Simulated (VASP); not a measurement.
Here is a VASP 6.6.1 calculation.

The input INCAR:

```
SYSTEM = HfSiO4
ALGO = Normal ; EDIFF = 1E-5
ENCUT = 520 ; GGA = PE
ISIF = 2 ; ISMEAR = 0
KPAR = 2 ; LASPH = .TRUE.
LCHARG = .FALSE. ; LREAL = .FALSE.
LWAVE = .FALSE. ; NELM = 60
PREC = Accurate ; SIGMA = 0.05
```

The input KPOINTS:

```
k-points
0
G
  5 5 5
  0 0 0
```

The input POSCAR:

```
HfSiO4
1.0
   -3.2862501100      3.2862501100      2.9816000500
    3.2862501100     -3.2862501100      2.9816000500
    3.2862501100      3.2862501100     -2.9816000500
Hf Si O
2 2 8
Direct
    0.7500000000      0.2500000000      0.5000000000
    0.0000000000      0.0000000000      0.0000000000
    0.2500000000      0.7500000000      0.5000000000
    0.5000000000      0.5000000000      0.0000000000
    0.1353000000      0.3197999800      0.8155000200
    0.0697999800      0.7542999700      0.6844999800
    0.5042999700      0.3197999800      0.1844999800
    0.0697999800      0.3853000000      0.3155000200
    0.6147000000      0.9302000200      0.6844999800
    0.6802000200      0.8647000000      0.1844999800
    0.2457000300      0.9302000200      0.3155000200
    0.6802000200      0.4957000300      0.8155000200
```

Potentials or basis: VASP PAW PBE potentials, release 64 (Hf_pv, Si, O).

Command:

```console
$ cat potpaw_PBE.64/Hf_pv/POTCAR potpaw_PBE.64/Si/POTCAR potpaw_PBE.64/O/POTCAR > POTCAR
$ mpirun -np 2 vasp_std > vasp.out
```

(1) What does it give for the pressure?

(2) What does it give for the largest force?

(3) Estimate the band gap on the k mesh.

Results:

(1) 5.8 GPa.

(2) 0.530 eV/Å.

(3) 5.40 eV, indirect (least direct gap 5.78 eV).

Caveat: spin-orbit coupling is left out, which moves the levels of the heavy elements; an odd mesh through Γ misses points on the zone boundary, where band edges often lie.
